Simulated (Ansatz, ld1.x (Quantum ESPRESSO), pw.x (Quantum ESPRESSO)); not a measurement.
From atom to crystal: RRKJ potential for Ti

* Element: Ti (Z = 22)
* Generator: ld1.x (Quantum ESPRESSO) 7.5
* Type: norm-conserving RRKJ (Kleinman–Bylander form)
* Functional: PBE
* Relativity: scalar-relativistic
* Frozen core: [Ar]
* Valence charge: 4
* Reference configuration: 3d2 4s2 4p0
* Partial waves: 4s (bound): rc 3.56 bohr; 3d (bound): rc 1.56 bohr; 4f channel at 0.05 Ry: rc 3.82 bohr; 4p (bound, empty): rc 5.06 bohr
* Local potential: the p channel
* Core correction: Bessel-smoothed model core inside 0.70 bohr
* rho0: 0.001

Atomic tests: cutoffs needed: 60 Ry and 70 Ry (the cutoffs (Ry, on a coarse ladder) from which the occupation-weighted sum of valence levels, in a spherical-Bessel basis at the reference potential, stays within 10 and 1 mRy of its value at 400 Ry); ghost test: ghost state, extra bound levels that the all-electron valence spectrum of the same l lacks: s at -36.2 eV; a true bound ghost makes a file unfit for plane-wave use (spherical-Bessel basis up to 400 Ry, 20 bohr box); configuration tests: 1 of 7 tests not solved or not reliable.

Crystal test: sc Ti in pw.x 7.5, no spin, 12³ k-points, Fermi–Dirac smearing 0.01 Ry, cutoffs 85/340 Ry. The reference is all-electron LAPW (Ansatz 0.2.0) with the same functional, mesh and smearing; V0 and B0 come from Birch–Murnaghan fits to the pressures at five volumes. Errors are pseudo minus all-electron; Δ is the rms difference of the E(V) curves that follow from these fits, minima aligned, over ±6 % about the mean V0. Mesh and smearing are coarse, so the numbers serve the comparison and aren't converged zero-temperature values; the lattice is a test structure that the element need not adopt.

All-electron: a0 = 2.647 Å (V0 = 18.54 Å³/atom), B0 = 76.8 GPa.

**Question.** How far does the potential miss the all-electron equation of state?

**Answer.** mean pressure error (GPa): +3.70; a0 (Å): 2.672; a0 error (%): +0.96; B0 error (%): +21.8; Δ (meV/atom): 12.4. The largest radius (5.06 bohr) exceeds half the bond length (2.50 bohr), so the spheres overlap, which is one possible source of error among others. This is a poor potential for the solid. Note: ghost state, extra bound levels that the all-electron valence spectrum of the same l lacks: s at -36.2 eV. A true bound ghost makes a file unfit for plane-wave use. Atomic configuration tests: 1 of 7 tests not solved or not reliable.

```csv
V (Å³/atom),P all-electron (GPa),P pseudo (GPa)
17.661,4.04,11.05
18.126,1.79,6.40
18.591,-0.22,2.79
19.056,-2.02,0.08
19.521,-3.63,-1.86
```

**Question.** At the middle volume, how do free energy and pressure move when the wave cutoff is lowered (ecutrho kept at four times it)?

**Answer.**

```tsv
cutoff (Ry)	shift of F (meV/atom)	shift of P (GPa)
38	+700.5	-6.21
51	+118.1	-4.04
68	+5.7	-0.41
```

The run at the middle volume (84 k-points, 8 iterations) took about 12 s on one core of a shared host (Neoverse-V1, 32 threads, 247 GiB, load 17).
